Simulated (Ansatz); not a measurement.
The system is ZrC.

```
CELL_PARAMETERS angstrom
0.00000 2.36500 2.36500
2.36500 0.00000 2.36500
2.36500 2.36500 0.00000
ATOMIC_POSITIONS crystal
Zr 0.50000 0.50000 0.50000
C 0.00000 0.00000 0.00000
```

Program: Ansatz 0.2.0. Alike in all runs: cell as given. Hardware: 1 thread of Arm Neoverse V1 (shared host).

Problem. Order these runs on this cell by their wall time, lowest first.
A. task projected density of states; level LDA; potentials or basis Ansatz PAW; spin SOC, no magnetisation; k mesh 5 × 5 × 5; cutoff (eV) 420; smearing methfessel-paxton 0.1 eV; other keys scf.mixing.algorithm = broyden; scf.mixing.beta = 0.05; …; mesh quality coarse
B. task projected density of states; level HF+D3(BJ)-ATM; potentials or basis Ansatz PAW earlier set; spin off; k mesh 6 × 6 × 6; cutoff (eV) 820; smearing methfessel-paxton 0.1 eV; mesh quality not flagged
C. task single point; level rPW86-PBE+rVV10; potentials or basis PseudoDojo standard (PBE files); spin SOC, no magnetisation; k mesh 10 × 10 × 10; cutoff (eV) 1116; smearing fermi-dirac 0.15 eV; other keys scf.mixing.algorithm = msr1; scf.mixing.beta = 0.9; mesh quality not flagged

Solution. A (2.7 s), C (15 s), B (120 s).

Caveats: some runs use coarse meshes.
